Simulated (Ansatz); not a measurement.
Seebeck coefficient (μV/K, mean over directions) of n-type BeO (P6_3mc) against carrier density, PBE, rigid bands run with Ansatz (an electronic-structure program). Computed gap 7.67 eV; densities at which minority carriers matter at this gap, or further valleys turn the trend, are left out. Conductivity mass 0.61 mₑ (harmonic mean over directions), N_c = 1.2e19 cm⁻³ at 300 K.

| electron density | 300 K | 500 K |
|---|---|---|
| 1e16 cm⁻³ | -824 | -891 |
| 1e17 cm⁻³ | -626 | -693 |
| 1e18 cm⁻³ | ___ | -495 |
| 3e18 cm⁻³ | -335 | -401 |
| 1e19 cm⁻³ | -235 | -299 |
| 3e19 cm⁻³ | -153 | -210 |
| 1e20 cm⁻³ | ___ | -125 |
| 3e20 cm⁻³ | ___ | -68 |
| 1e21 cm⁻³ | -20 | -33 |

**Question.** What belongs in the gaps?

**Answer.** 
- 1e18 cm⁻³, 300 K: -428
- 1e20 cm⁻³, 300 K: -81
- 3e20 cm⁻³, 300 K: -42

Rigid bands with a gap fixed in temperature, one relaxation time for all states, no polarons or phonon drag, and whether or not such doping can be reached. Spin-orbit coupling is left out. Geometry: cell and atoms relaxed with PBEsol.
